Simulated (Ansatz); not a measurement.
# ZnS: the cell at several levels of theory

The task here is to estimate one member of a computed series from the others.

Code: Ansatz 0.2.0. PAW datasets, plane waves, zero pressure. Simulation only: spin-unpolarised, and no claim that this is the phase found in nature.

### The system as given

This is the cell as the run starts from it, not yet at rest; its lengths are not the crystal's.

Space group P6_3/mmc (No. 194), hexagonal; conventional cell a = 3.783 Å, c = 4.729 Å, 14.66 Å³ an atom. Near Zn stand 5 S at 2.18–2.36 Å; near S stand 5 Zn at 2.18–2.36 Å.

Coordinates:

Space group P6_3/mmc (No. 194). a = 3.783 Å, b = 3.783 Å, c = 4.729 Å, α = 90.00°, β = 90.00°, γ = 120.00°
```tsv
atom	site	symmetry	x	y	z
Zn	2c	-6m2	0.3333	0.6667	0.2500
S	2d	-6m2	0.6667	0.3333	0.2500
```

Set-up of the first run:

The input, input.yaml:

```yaml
crystal:
  lattice:
    - [3.7833745762, 0.0, 0.0]
    - [-1.8916872881, 3.276498495, 0.0]
    - [0.0, 0.0, 4.7289669]
  atoms:
    - { symbol: Zn, position: [0.3333333333, 0.6666666667, 0.25] }
    - { symbol: Zn, position: [0.6666666667, 0.3333333333, 0.75] }
    - { symbol: S, position: [0.6666666667, 0.3333333333, 0.25] }
    - { symbol: S, position: [0.3333333333, 0.6666666667, 0.75] }
kpoints:
  mp_grid: { grid: [12, 12, 6] }
hamiltonian:
  xc: pbe
scf:
  occupations: { method: fermi_dirac, width: 0.02 }
relax:
  f_tol: 0.005
  cell: {}
output:
  write_density: true
  write_potential: true
  elf: true
  volumetric_format: npy
```

Launch:

```bash
> ansatz run input.yaml --threads 2 --pin off --max-ram 2211MiB --backend cpu --events-out ev --progress --plain --runs-dir out
```

Steps of the session up to this table: Relaxation with PBE; Relaxation with r2SCAN; PBEsol: cell and atoms; Relaxation with LDA; HSE06: cell and atoms.

One table of the session follows, with a row left open; its other results are not shown here.

| level | a (Å) | c (Å) | volume (Å³/atom) |
| --- | --- | --- | --- |
| PBE | 3.974 | 6.011 | 20.556 |
| r2SCAN | ? | ? | ? |
| PBEsol | 3.946 | 5.679 | 19.145 |
| LDA | 3.906 | 5.597 | 18.491 |
| HSE06 | 3.970 | 5.919 | 20.194 |

**Question.** Estimate the row for r2SCAN.

**Answer.** a (Å): 3.946; c (Å): 5.880; volume (Å³/atom): 19.827.

**Reading.** The first relaxation changed the volume by +40.3 % from the start. The volume runs from LDA (least) to PBE (most), a spread of 11.2 %, or 3.6 % in length if all axes shared it alike. The meshes differ: PBE 12×12×6, r2SCAN 6×6×4, PBEsol 6×6×4, LDA 6×6×4, HSE06 6×6×4.
